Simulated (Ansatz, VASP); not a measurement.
**One calculation of B2P3, two programs**

```
CELL_PARAMETERS angstrom
4.00667 0.00000 0.00000
0.00000 4.00667 0.00000
0.00000 0.00000 4.00667
ATOMIC_POSITIONS crystal
B 0.50000 0.50000 0.50000
B 0.00000 0.00000 0.00000
P 0.50000 0.00000 0.00000
P 0.00000 0.50000 0.00000
P 0.00000 0.00000 0.50000
```

Change from the starting cell: species swapped into the Tl2F3 type (Pm-3m, No. 221).

Alike in both runs: functional PBE; k mesh 10 × 10 × 10; occupations gaussian, width 0.1 eV; no spin polarisation.

Ansatz relaxed the structure, and its values are those at the end. VASP's run is a single point on that final structure, the one shown.

|  | VASP | Ansatz |
| --- | --- | --- |
| version | VASP 6.6.1 | Ansatz 0.2.0 |
| potentials or method | VASP PAW PBE potentials, release 64 (B, P) | scalar-relativistic, plane waves, PAW |
| plane-wave cutoff (eV) | 520 | 420 |
| valence electrons in the cell | 21 | 21 |

|  | VASP | Ansatz | Ansatz less VASP |
| --- | --- | --- | --- |
| gap on the k mesh at the Fermi level (eV) | none | none | - |
| pressure (GPa) | -0.2 | 0.0 | +0.16 |

A gap of «none» marks a metal or a gap that the smearing closes. The functional is the same, so the differences come from potentials, cutoffs and numerics.
